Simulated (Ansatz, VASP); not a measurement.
# Two plane-wave programs on AlRu

```
Ru Al
1.0
     0.00000    2.53593    2.53593
     2.53593    0.00000    2.53593
     2.53593    2.53593    0.00000
Ru Al
1 1
Cartesian
  0.0000 0.0000 0.0000
  2.5359 2.5359 2.5359
```

Alike in both runs: task relaxation of cell and atoms; functional PBE; k mesh 14 × 14 × 14; occupations fermi-dirac, width 0.08 eV; no spin polarisation.

```csv
,VASP,Ansatz
version,VASP 6.6.1,Ansatz 0.2.0
potentials or method,"VASP PAW PBE potentials, release 64 (Ru_pv, Al)","PAW with Ansatz's default frozen-core files, scalar-relativistic"
plane-wave cutoff (eV),600,420
valence electrons in the cell,17,19
```

|  | VASP | Ansatz | Ansatz less VASP |
| --- | --- | --- | --- |
| relaxed volume (Å³/atom) | 15.48 | 15.48 | +0.001 |
| relaxed cell length with the largest relative difference (Å) | 3.524 | 3.524 | +0.0001 |
| energy change over the relaxation (meV/atom) | -18 | -18 | 0.0 |

The two sets of potentials don't hold the same shells in valence.
